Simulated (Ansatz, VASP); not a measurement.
Si2Ni: VASP beside Ansatz

```
CELL_PARAMETERS angstrom
0.00000 2.69567 2.69567
2.69567 0.00000 2.69567
2.69567 2.69567 0.00000
ATOMIC_POSITIONS crystal
Si 0.25000 0.25000 0.25000
Si 0.75000 0.75000 0.75000
Ni 0.00000 0.00000 0.00000
```

Alike in both runs: functional PBEsol; k mesh 14 × 14 × 14; occupations gaussian, width 0.1 eV; no spin polarisation.

Ansatz relaxed the structure, and its values are those at the end. VASP's run is a single point on that final structure, the one shown.

|  | VASP | Ansatz |
| --- | --- | --- |
| version | VASP 6.6.1 | Ansatz 0.2.0 |
| potentials or method | VASP PAW PBE potentials, release 64 (Si, Ni) | scalar-relativistic, plane waves, PAW |
| plane-wave cutoff (eV) | 520 | 420 |
| valence electrons in the cell | 18 | 26 |

VASP gave:

- gap on the k mesh at the Fermi level (eV): none
- pressure (GPa): 0.1

What did Ansatz give for the same quantities?

gap on the k mesh at the Fermi level (eV): none; pressure (GPa): 0.0.

A gap of «none» marks a metal or a gap that the smearing closes. The two sets of potentials don't hold the same shells in valence.

Caveats: the PAW data sets were made with another functional, which shifts forces and pressure a little (VASP). Spin polarisation is off, so any magnetic state and its effect on volume and gap are missing.
